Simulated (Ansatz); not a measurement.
# Te2Mo: the cost of one run

Program: Ansatz 0.2.0. Level of theory: DFT, PBE, plane-wave PAW, default files, scalar-relativistic, as far as a step names no other. These are calculated values, not measurements.

**1. Starting point**

Symmetry: P2_1/m, No. 11, monoclinic system. Conventional cell: a = 6.330 Å, b = 3.469 Å, c = 13.860 Å, α = 90.00°, β = 93.92°, γ = 90.00°. Te (site symmetry m) has 3 Mo at 2.70 to 2.71 Å as nearest neighbours. Te (site symmetry m) is surrounded by 3 Mo at 2.79 to 2.82 Å. Around Te (site symmetry m) lie 3 Mo at 2.70 Å. Around Te (site symmetry m) lie 3 Mo at 2.79 to 2.81 Å. Mo (site symmetry m) is surrounded by 6 Te at 2.70 to 2.81 Å and 2 Mo at 2.90 Å. Mo (site symmetry m) has 6 Te at 2.70 to 2.82 Å and 2 Mo at 2.89 Å as nearest neighbours.

As a file:

```
CELL_PARAMETERS angstrom
6.33000 0.00000 0.00000
0.00000 3.46900 0.00000
-0.94679 0.00000 13.82762
ATOMIC_POSITIONS crystal
Te 0.55680 0.75000 0.35160
Te 0.44320 0.25000 0.64840
Te 0.58880 0.25000 0.10450
Te 0.41120 0.75000 0.89550
Te 0.09700 0.75000 0.14860
Te 0.90300 0.25000 0.85140
Te 0.05630 0.25000 0.39550
Te 0.94370 0.75000 0.60450
Mo 0.31810 0.75000 0.50660
Mo 0.68190 0.25000 0.49340
Mo 0.18330 0.25000 0.00740
Mo 0.81670 0.75000 0.99260
```

The earlier run gave: no gap over 0.1 eV on the mesh, largest force 0.232 eV/Å, pressure 2.6 GPa.

Like atoms gathered into sites:

| site | atoms | first shell | V_zz (10²¹ V/m²) | η | C_Q (MHz) |
| --- | --- | --- | --- | --- | --- |
| Te1 | 1, 2 | 3 Mo at 2.70–2.71 Å | -16.61 | 0.65 | – |
| Te3 | 3, 4 | 3 Mo at 2.79–2.82 Å | 21.4 | 0.55 | – |
| Te5 | 5, 6 | 3 Mo at 2.70 Å | -17.07 | 0.57 | – |
| Te7 | 7, 8 | 3 Mo at 2.79–2.81 Å | 21.2 | 0.52 | – |
| Mo9 | 9, 10 | 6 Te at 2.70–2.81 Å, 2 Mo at 2.90 Å | -6.98 | 0.91 | 3.71 (⁹⁵Mo) |
| Mo11 | 11, 12 | 6 Te at 2.70–2.82 Å, 2 Mo at 2.89 Å | -7.20 | 0.87 | 3.83 (⁹⁵Mo) |

V_zz is the principal component of the electric field gradient with the largest magnitude, η = (V_xx − V_yy)/V_zz and C_Q = eQV_zz/h. Quadrupole moments are those of Pyykkö's year-2017 table. A dash under C_Q marks elements without a common quadrupolar isotope.

**2. Ions relaxed at fixed cell**

Contents of input.yaml:

```yaml
crystal:
  lattice:
    - [6.33, 0.0, 0.0]
    - [0.0, 3.469, 0.0]
    - [-0.9467947088, 0.0, 13.8276237937]
  atoms:
    - { symbol: Te, position: [0.5568, 0.75, 0.3516] }
    - { symbol: Te, position: [0.4432, 0.25, 0.6484] }
    - { symbol: Te, position: [0.5888, 0.25, 0.1045] }
    - { symbol: Te, position: [0.4112, 0.75, 0.8955] }
    - { symbol: Te, position: [0.097, 0.75, 0.1486] }
    - { symbol: Te, position: [0.903, 0.25, 0.8514] }
    - { symbol: Te, position: [0.0563, 0.25, 0.3955] }
    - { symbol: Te, position: [0.9437, 0.75, 0.6045] }
    - { symbol: Mo, position: [0.3181, 0.75, 0.5066] }
    - { symbol: Mo, position: [0.6819, 0.25, 0.4934] }
    - { symbol: Mo, position: [0.1833, 0.25, 0.0074] }
    - { symbol: Mo, position: [0.8167, 0.75, 0.9926] }
kpoints:
  mp_grid: { grid: [7, 13, 4] }
scf:
  occupations: { method: fermi_dirac, width: 0.05 }
hamiltonian:
  xc: pbe
  pseudopotentials: { kind: paw }
output:
  forces: true
  stress: true
  populations: true
  efg: { quadrupole_moments_barn: { Mo: -0.022 }, contact_densities: true }
relax:
  f_tol: 0.02
  max_steps: 60
```

Command:

```sh
> ansatz run input.yaml --threads 4 --pin off --max-ram 8192MiB --backend cpu --events-out ev --progress --plain --runs-dir out
```

Q: Estimate wall time and peak memory on 4 threads of Intel Xeon Platinum 8375C at 2.90GHz (Ice Lake), shared host.

About 1.7 min, with a peak of 3.1 GiB.
